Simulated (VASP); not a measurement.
# Rb (Fm-3m) in VASP: further runs

Runs on Rb. Level: r2SCAN. Tasks: single point.

Program: VASP 6.6.1. These are calculated values, not measurements. Logs are shortened: lines on timing, memory, paths and dates and some standing lists are left out, and cuts for length are marked.

**1. The structure**

The structure is cubic, space group Fm-3m (No. 225). Conventional cell: a = 7.280 Å, b = 7.280 Å, c = 7.280 Å, α = 90.00°, β = 90.00°, γ = 90.00°.

This isn't the form of Rb at room conditions, which is bcc.

**2. Single point, r2SCAN**

File INCAR:

```
SYSTEM = Rb
PREC = Accurate
ENCUT = 300
EDIFF = 1E-6
ISMEAR = 1
SIGMA = 0.2
LREAL = .FALSE.
LASPH = .TRUE.
NELM = 100
ALGO = Normal
ISIF = 2
LWAVE = .FALSE.
LCHARG = .FALSE.
METAGGA = R2SCAN
LMIXTAU = .TRUE.
ADDGRID = .FALSE.
```

File KPOINTS:

```
regular mesh
0
G
  3 3 3
  0 0 0
```

File POSCAR:

```
Rb
1.0
    0.0790870000      3.6559800000      3.6130310000
    3.6559400000      0.0406780000      3.6514400000
    3.6810400000      3.7194890000      0.0155780000
Rb
1
Direct
   -0.0191540000      0.0033960000      0.0084760000
```

Potentials or basis: VASP PAW PBE potentials, release 64 (Rb_sv).

Run with:

```bash
$ cat potpaw_PBE.64/Rb_sv/POTCAR > POTCAR
$ mpirun -np 1 vasp_std > vasp.out
```

OUTCAR:

```text
SYSTEM = Rb
   PREC = Accurate
   ENCUT = 300
   EDIFF = 1E-6
   ISMEAR = 1
   LREAL = .FALSE.
   LASPH = .TRUE.
   NELM = 100
   ISIF = 2
   METAGGA = R2SCAN

 Found     14 irreducible k-points:

 Following reciprocal coordinates:
            Coordinates               Weight
  0.000000  0.000000  0.000000      1.000000
  0.333333 -0.000000  0.000000      2.000000
  0.000000  0.333333  0.000000      2.000000
  0.333333  0.333333  0.000000      2.000000
 -0.333333  0.333333  0.000000      2.000000
  0.000000  0.000000  0.333333      2.000000
   k-points           NKPTS =     14   k-points in BZ     NKDIM =     14   number of bands    NBANDS=      8
   number of dos      NEDOS =    301   number of ions     NIONS =      1
   total plane-waves  NPLWV =  27000
   dimension x,y,z NGX =    30 NGY =   30 NGZ =   30
   dimension x,y,z NGXF=    60 NGYF=   60 NGZF=   60
   ions per type =               1
   NGX,Y,Z   is equivalent  to a cutoff of   9.70,  9.65,  9.53 a.u.
   NGXF,Y,Z  is equivalent  to a cutoff of  19.40, 19.30, 19.06 a.u.
 SYSTEM =  Rb
   PREC   = accura    normal or accurate (medium, high low for compatibility)
   ISTART =      0    job   : 0-new  1-cont  2-samecut
   ICHARG =      2    charge: 1-file 2-atom 10-const
   ISPIN  =      1    spin polarized calculation?
   LNONCOLLINEAR =      F non collinear calculations
   LSORBIT =      F    spin-orbit coupling
   LASPH  =      T    aspherical Exc in radial PAW
   ENCUT  =  300.0 eV  22.05 Ry    4.70 a.u.   7.26  7.30  7.39*2*pi/ulx,y,z
   NELM   =    100;   NELMIN=  2; NELMDL= -5     # of ELM steps
   EDIFF  = 0.1E-05   stopping-criterion for ELM
   LREAL  =      F    real-space projection
   EDIFFG = 0.1E-04   stopping-criterion for IOM
   NSW    =      0    number of steps for IOM
   IBRION =     -1    ionic relax: 0-MD 1-quasi-New 2-CG
   NFREE  =      0    steps in history (QN), initial steepest desc. (CG)
   ISIF   =      2    stress and relaxation
   ISYM   =      2    0-nonsym 1-usesym 2-fastsym
   POTIM  = 0.5000    time-step for ionic-motion
   TEBEG  =    0.0;   TEEND  =   0.0 temperature during run
   PSTRESS=    0.0 pullay stress
   NELECT =       9.0000    total number of electrons
   NUPDOWN=      -1.0000    fix difference up-down
   EMIN   =  10.00;   EMAX   =-10.00  energy-range for DOS
   EFERMI =   0.00;   METHOD = LEGACY
   ISMEAR =     1;   SIGMA  =   0.20  broadening in eV -4-tet -1-fermi 0-gaus
   EFERMI_NEDOS =   21; number of points for ismear=-14 and -15
   IALGO  =     38    algorithm
   IMIX   =      4    mixing-type and parameters
     AMIX     =   0.40;   BMIX     =  1.00
     AMIX_MAG =   1.60;   BMIX_MAG =  1.00
  volume/ion in A,a.u.               =      96.45       650.86
  Fermi-wavevector in a.u.,A,eV,Ry     =   0.742548  1.403213  7.501953  0.551378
  Thomas-Fermi vector in A             =   1.837453
   LORBIT       =      0    0 simple, 1 ext, 2 COOP (PROOUT), +10 PAW based schemes
   METAGGA = R2SCAN    functional components
   LHFCALC =     F    Hartree Fock is set to
   AEXX    =    0.0000 exact exchange contribution
   IVDW    =     0    specifies the selected vdW correction
   LEPSILON=     F    determine dielectric tensor
   LRPA    =     F    only Hartree local field effects (RPA)
 non-spin polarized calculation
 Methfessel and Paxton  Order N= 1 SIGMA  =   0.20
  energy-cutoff  :      300.00
  volume of cell :       96.45
 maximum number of plane-waves:      1151
 NGX is ok and might be reduce to    30
   NGX = 15   NGY = 15   NGZ = 15

 number of electron       9.0000000 magnetization

 Free energy of the ion-electron system (eV)
  ---------------------------------------------------
  ext. energy  EPLUGINS =         0.00000000
  ---------------------------------------------------
  free energy    TOTEN  =       -13.98763575 eV

  energy without entropy =      -13.98015146  energy(sigma->0) =      -13.98514099

 E-fermi :  -0.4926     XC(G=0):  -5.5876

 val. band max:       -0.5415979810   @ k =   0.3333   0.3333   0.0000
 cond. band min:       0.6119988425   @ k =  -0.3333  -0.3333   0.3333
 fundamental gap:      1.1535968235
 Fermi energy:        -0.4926065037

 k-point     1 :       0.0000    0.0000    0.0000
  band No.  band energies     occupation
      1     -30.1648      2.00000
      2     -13.6593      2.00000
      3     -13.6591      2.00000
      4     -13.6590      2.00000
      5      -2.0833      2.00000
      6       3.7746      0.00000
      7       3.8783      0.00000
      8       4.0277      0.00000

 k-point     2 :       0.3333   -0.0000    0.0000
  band No.  band energies     occupation
      1     -30.1621      2.00000
      2     -13.7234      2.00000
      3     -13.6691      2.00000
      4     -13.6677      2.00000
      5      -0.8714      2.02217
      6       1.8275     -0.00000
      7       3.6960      0.00000
      8       3.8221      0.00000

 k-point     3 :       0.0000    0.3333    0.0000
  band No.  band energies     occupation
      1     -30.1624      2.00000
      2     -13.7205      2.00000
      3     -13.6679      2.00000
      4     -13.6667      2.00000
      5      -0.9041      2.01322
      6       1.7505     -0.00000
      7       3.6806      0.00000
      8       3.9303      0.00000

 k-point     4 :       0.3333    0.3333    0.0000
  band No.  band energies     occupation
      1     -30.1616      2.00000
      2     -13.7169      2.00000
      3     -13.6825      2.00000
      4     -13.6800      2.00000
      5      -0.5416      1.40113
      6       2.2444     -0.00000
      7       2.5211     -0.00000
      8       4.1136      0.00000

 k-point     5 :      -0.3333    0.3333    0.0000
  band No.  band energies     occupation
      1     -30.1607      2.00000
      2     -13.7172      2.00000
      3     -13.7114      2.00000
      4     -13.6792      2.00000
      5       0.7442     -0.00000
      6       1.5300     -0.00000
      7       1.5853     -0.00000
      8       3.9304      0.00000

 k-point     6 :       0.0000    0.0000    0.3333
  band No.  band energies     occupation
      1     -30.1625      2.00000
      2     -13.7188      2.00000
      3     -13.6679      2.00000
      4     -13.6655      2.00000
      5      -0.9244      2.00925
      6       1.7022     -0.00000
      7       3.7635      0.00000
      8       3.9003      0.00000

 [... further k-points ...]

------------------------ aborting loop because EDIFF is reached ----------------------------------------

  FORCE on cell =-STRESS in cart. coord.  units (eV):
  Direction    XX          YY          ZZ          XY          YZ          ZX
  --------------------------------------------------------------------------------------
  -------------------------------------------------------------------------------------
  Total       -0.0868174     -0.0628159     -0.0910085     -0.0540990      0.0113554     -0.0283623
  in kB       -1.4421965     -1.0434876     -1.5118181     -0.8986833      0.1886334     -0.4711498
  external PRESSURE =      -1.3325007 kB  Pullay stress =       0.0000000 kB

 VOLUME and BASIS-vectors are now :
 -----------------------------------------------------------------------------
  energy-cutoff  :      300.00
  volume of cell :       96.45
      direct lattice vectors                 reciprocal lattice vectors
     0.079087000  3.655980000  3.613031000    -0.140810279  0.138770703  0.139437870
     3.655940000  0.040678000  3.651440000     0.138745112 -0.137882505  0.136484505
     3.681040000  3.719489000  0.015578000     0.136888613  0.133960839 -0.138549672

 POSITION                                       TOTAL-FORCE (eV/Angst)
 -----------------------------------------------------------------------------------
      0.12119      3.61762      3.55636        -0.000000      0.000000      0.000000
 -----------------------------------------------------------------------------------
    total drift:                               -0.000001      0.000001     -0.000000

  FREE ENERGIE OF THE ION-ELECTRON SYSTEM (eV)
  ---------------------------------------------------
  free  energy   TOTEN  =       -13.9876357506 eV

  energy  without entropy=      -13.9801514633  energy(sigma->0) =      -13.98514099
```

Run time: 44 s. Hardware: 1 thread of Intel Xeon 6975P-C (Granite Rapids), shared host; peak memory 0.16 GiB.

The run converged, but some of its settings lie outside the range that counts as converged, so its numbers aren't taken as properties of the crystal.

Results:

```yaml
Free_energy: -13.9876 eV
Pressure: -0.1 GPa
Band_gap_on_the_k_mesh: none (metal or under the smearing width)
```

Caveat: the k mesh is coarse (spacing up to 0.51 Å⁻¹), so the values aren't converged; the PAW data sets were made with another functional, which shifts forces and pressure a little.

**3. Single point, r2SCAN**

INCAR, as its differences from that of step 2:

```diff
@@ -2,3 +2,3 @@
 PREC = Accurate
-ENCUT = 300
+ENCUT = 700
 EDIFF = 1E-6
```

File KPOINTS:

```
regular mesh
0
G
  2 2 2
  0 0 0
```

File POSCAR:

```
Rb
1.0
    0.0000000000      3.6398846700      3.6398846700
    3.6398846700      0.0000000000      3.6398846700
    3.6398846700      3.6398846700      0.0000000000
Rb
1
Direct
    0.0000000000      0.0000000000      0.0000000000
```

Potentials or basis: VASP PAW PBE potentials, release 64 (Rb_sv).

Run with:

```bash
$ cat potpaw_PBE.64/Rb_sv/POTCAR > POTCAR
$ mpirun -np 1 vasp_std > vasp.out
```

Wall time 48 s (1 thread of Intel Xeon 6975P-C (Granite Rapids), shared host); peak memory 0.34 GiB.

These settings aren't checked as converged: the numbers below hold their error.

Results:

```yaml
Free_energy: -13.5529 eV
Pressure: -0.1 GPa
Band_gap_on_the_k_mesh: none (metal or under the smearing width)
```

Caveat: the k mesh is coarse (spacing up to 0.75 Å⁻¹), so the values aren't converged; the PAW data sets were made with another functional, which shifts forces and pressure a little.

**4. Single point, r2SCAN**

INCAR is that of step 3.

KPOINTS is that of step 3.

File POSCAR:

```
Rb
1.0
    0.0790870000      3.6559800000      3.6130310000
    3.6559400000      0.0406780000      3.6514400000
    3.6810400000      3.7194890000      0.0155780000
Rb
1
Direct
   -0.0191540000      0.0033960000      0.0084760000
```

Run with:

```bash
$ cat potpaw_PBE.64/Rb_sv/POTCAR > POTCAR
$ mpirun -np 1 vasp_std > vasp.out
```

Wall time 78 s (1 thread of Intel Xeon 6975P-C (Granite Rapids), shared host); peak memory 0.35 GiB.

The run converged, but some of its settings lie outside the range that counts as converged, so its numbers aren't taken as properties of the crystal.

What came out:

- Free energy: -13.5599 eV
- Pressure: -0.1 GPa
- Band gap on the k mesh: none (metal or under the smearing width)

Caveat: the k mesh is coarse (spacing up to 0.76 Å⁻¹), so the values aren't converged; the PAW data sets were made with another functional, which shifts forces and pressure a little.

**5. Single point, r2SCAN**

INCAR, as its differences from that of step 4:

```diff
@@ -2,3 +2,3 @@
 PREC = Accurate
-ENCUT = 700
+ENCUT = 400
 EDIFF = 1E-6
```

File KPOINTS:

```
regular mesh
0
G
  3 3 3
  0 0 0
```

File POSCAR:

```
Rb
1.0
    0.0000000000      3.6398846700      3.6398846700
    3.6398846700      0.0000000000      3.6398846700
    3.6398846700      3.6398846700      0.0000000000
Rb
1
Direct
    0.0000000000      0.0000000000      0.0000000000
```

Potentials or basis: VASP PAW PBE potentials, release 64 (Rb_sv).

Run with:

```bash
$ cat potpaw_PBE.64/Rb_sv/POTCAR > POTCAR
$ mpirun -np 1 vasp_std > vasp.out
```

OUTCAR:

```text
SYSTEM = Rb
   PREC = Accurate
   ENCUT = 400
   EDIFF = 1E-6
   ISMEAR = 1
   LREAL = .FALSE.
   LASPH = .TRUE.
   NELM = 100
   ISIF = 2
   METAGGA = R2SCAN

 Found      4 irreducible k-points:

 Following reciprocal coordinates:
            Coordinates               Weight
  0.000000  0.000000  0.000000      1.000000
  0.333333  0.000000  0.000000      8.000000
  0.333333  0.333333  0.000000      6.000000
 -0.333333  0.333333  0.000000     12.000000
   k-points           NKPTS =      4   k-points in BZ     NKDIM =      4   number of bands    NBANDS=      8
   number of dos      NEDOS =    301   number of ions     NIONS =      1
   total plane-waves  NPLWV =  46656
   dimension x,y,z NGX =    36 NGY =   36 NGZ =   36
   dimension x,y,z NGXF=    72 NGYF=   72 NGZF=   72
   ions per type =               1
   NGX,Y,Z   is equivalent  to a cutoff of  11.63, 11.63, 11.63 a.u.
   NGXF,Y,Z  is equivalent  to a cutoff of  23.25, 23.25, 23.25 a.u.
 SYSTEM =  Rb
   PREC   = accura    normal or accurate (medium, high low for compatibility)
   ISTART =      0    job   : 0-new  1-cont  2-samecut
   ICHARG =      2    charge: 1-file 2-atom 10-const
   ISPIN  =      1    spin polarized calculation?
   LNONCOLLINEAR =      F non collinear calculations
   LSORBIT =      F    spin-orbit coupling
   LASPH  =      T    aspherical Exc in radial PAW
   ENCUT  =  400.0 eV  29.40 Ry    5.42 a.u.   8.39  8.39  8.39*2*pi/ulx,y,z
[... 59 lines left out ...]
  band No.  band energies     occupation
      1     -30.1643      2.00000
      2     -13.6583      2.00000
      3     -13.6583      2.00000
      4     -13.6583      2.00000
      5      -2.0818      2.00000
      6       3.8949      0.00000
      7       3.8949      0.00000
      8       3.8949      0.00000
[... 23 lines left out ...]
 k-point     4 :      -0.3333    0.3333    0.0000
  band No.  band energies     occupation
      1     -30.1604      2.00000
      2     -13.7121      2.00000
      3     -13.7116      2.00000
      4     -13.6773      2.00000
      5       0.6879     -0.00000
      6       1.5310     -0.00000
      7       1.5359     -0.00000
      8       4.0837      0.00000

------------------------ aborting loop because EDIFF is reached ----------------------------------------

  FORCE on cell =-STRESS in cart. coord.  units (eV):
  Direction    XX          YY          ZZ          XY          YZ          ZX
  --------------------------------------------------------------------------------------
  -------------------------------------------------------------------------------------
  Total       -0.0525912     -0.0525912     -0.0525912      0.0000000      0.0000000      0.0000000
  in kB       -0.8736362     -0.8736362     -0.8736362      0.0000000      0.0000000      0.0000000
  external PRESSURE =      -0.8736362 kB  Pullay stress =       0.0000000 kB

 VOLUME and BASIS-vectors are now :
 -----------------------------------------------------------------------------
  energy-cutoff  :      400.00
  volume of cell :       96.45
      direct lattice vectors                 reciprocal lattice vectors
     0.000000000  3.639884670  3.639884670    -0.137366990  0.137366990  0.137366990
     3.639884670  0.000000000  3.639884670     0.137366990 -0.137366990  0.137366990
     3.639884670  3.639884670  0.000000000     0.137366990  0.137366990 -0.137366990

 POSITION                                       TOTAL-FORCE (eV/Angst)
 -----------------------------------------------------------------------------------
      0.00000      0.00000      0.00000         0.000000      0.000000      0.000000
 -----------------------------------------------------------------------------------
    total drift:                               -0.000000      0.000000      0.000000

  FREE ENERGIE OF THE ION-ELECTRON SYSTEM (eV)
  ---------------------------------------------------
  free  energy   TOTEN  =       -13.9899256120 eV

  energy  without entropy=      -13.9822241107  energy(sigma->0) =      -13.98735844
```

OSZICAR:

```text
N       E                     dE             d eps       ncg     rms          rms(c)
DAV:   1     0.203657603643E+02    0.20366E+02   -0.28041E+03    64   0.631E+02
DAV:   2    -0.155013837027E+02   -0.35867E+02   -0.35867E+02    64   0.142E+02
DAV:   3    -0.170815470083E+02   -0.15802E+01   -0.15803E+01   112   0.313E+01
[... 26 lines left out ...]
DAV:  30    -0.139899422821E+02    0.16704E-04   -0.37881E-06    88   0.216E-02    0.713E-03
DAV:  31    -0.139899492582E+02   -0.69761E-05   -0.12775E-06    64   0.136E-02    0.667E-03
DAV:  32    -0.139899322615E+02    0.16997E-04   -0.79939E-06    64   0.335E-02    0.615E-03
DAV:  33    -0.139899260251E+02    0.62365E-05   -0.36201E-06    72   0.143E-02    0.475E-03
DAV:  34    -0.139899256120E+02    0.41304E-06   -0.71500E-07    64   0.111E-02
   1 F= -.13989926E+02 E0= -.13987358E+02  d E =-.770150E-02
```

stdout:

```text
POSCAR found type information on POSCAR Rb
 POSCAR found :  1 types and       1 ions
 scaLAPACK will be used
 -----------------------------------------------------------------------------
|                                                                             |
|                                                                             |
|     You enforced a specific xc type in the INCAR file but a different       |
|     I HOPE YOU KNOW WHAT YOU ARE DOING!                                     |
|                                                                             |
 -----------------------------------------------------------------------------

 LDA part: xc-table for (None), standard interpolation
 POSCAR, INCAR and KPOINTS ok, starting setup
 FFT: planning ... GRIDC
 FFT: planning ... GRID_SOFT
 FFT: planning ... GRID
 WAVECAR not read
 entering main loop
```

It took 23 s on 1 thread of Intel Xeon 6975P-C (Granite Rapids), shared host; peak memory 0.21 GiB.

These settings aren't checked as converged: the numbers below hold their error.

What came out:

```
Free energy            : -13.9899 eV
Pressure               : -0.1 GPa
Band gap on the k mesh : none (metal or under the smearing width)
```

Caveat: the k mesh is coarse (spacing up to 0.50 Å⁻¹), so the values aren't converged; the PAW data sets were made with another functional, which shifts forces and pressure a little.

**6. For comparison**

An earlier run on the cell as given: functional PBE; potentials or basis VASP PAW PBE potentials, release 64 (Rb_sv); cutoff 520 eV; k mesh 6 × 6 × 6; occupations fermi-dirac, width 0.05 eV; no spin polarisation.

* Pressure: -0.1 GPa
* Band gap on the k mesh: none (metal or under the smearing width)
